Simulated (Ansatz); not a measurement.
## Structural energy differences of boron

All numbers below come from Ansatz, DFT, PBE, plane waves (420 eV) with PAW, scalar-relativistic.

Each structure is relaxed within its own symmetry, so a high-lying one may be dynamically unstable.

```json
{"structure": "alpha-rhombohedral (B12)", "ΔE (meV/atom)": "0", "V (Å³/atom)": "7.24", "cell": "a = 4.899 Å, c = 12.545 Å (c/a = 2.561)", "magnetic state": "spin not included"}
{"structure": "diamond", "ΔE (meV/atom)": "947", "V (Å³/atom)": "8.32", "cell": "a = 4.052 Å", "magnetic state": "spin not included"}
{"structure": "simple cubic", "ΔE (meV/atom)": "1095", "V (Å³/atom)": "6.69", "cell": "a = 1.884 Å", "magnetic state": "spin not included"}
{"structure": "fcc", "ΔE (meV/atom)": "1356", "V (Å³/atom)": "5.89", "cell": "a = 2.866 Å", "magnetic state": "spin not included"}
{"structure": "A15", "ΔE (meV/atom)": "1535", "V (Å³/atom)": "6.15", "cell": "a = 3.664 Å", "magnetic state": "spin not included"}
{"structure": "bcc", "ΔE (meV/atom)": "1715", "V (Å³/atom)": "6.15", "cell": "a = 2.308 Å", "magnetic state": "spin not included"}
```

ΔE counts from alpha-rhombohedral (B12).

Differences under about 8 meV lie within the error of the k-point mesh.
